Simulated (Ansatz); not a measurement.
# Ti (P6_3/mmc) in Ansatz: equation of state

How stiff is Ti in PBEsol, and what volume does it want? The cell is scaled to several volumes.

Everything below comes from runs of Ansatz 0.2.0. Logs are shortened: lines on timing, memory, paths and dates and some standing lists are left out, and cuts for length are marked.

### Step 1. Starting point

Symmetry: P6_3/mmc, No. 194, hexagonal system. The conventional cell has a = 2.950 Å, b = 2.950 Å, c = 4.680 Å, α = 90.00°, β = 90.00°, γ = 120.00°. Ti (site symmetry -6m2) has 12 Ti at 2.89 to 2.95 Å as nearest neighbours.

### Step 2. Equation of state, PBEsol

Potentials or basis: all-electron LAPW, scalar-relativistic.

No new run: the results of the series are fitted here.

What came out:

| Property | Result |
| --- | --- |
| Equilibrium volume | 16.73 Å³/atom |
| Bulk modulus at fixed shape and positions | 118 GPa |
| Pressure derivative of the bulk modulus | 3.5 |

Energy against volume, from the lowest point:
| volume (Å³/atom) | energy (meV/atom) |
| --- | --- |
| 16.577 | 0.00 |
| 16.930 | 0.40 |
| 17.283 | 6.01 |
| 17.636 | 16.36 |
| 17.988 | 31.04 |
| 18.341 | 49.65 |
| 18.694 | 71.83 |

Caveat: the cell was scaled at fixed shape and fractional positions, which overstates the stiffness of a crystal with free parameters, most of all of layers and chains.
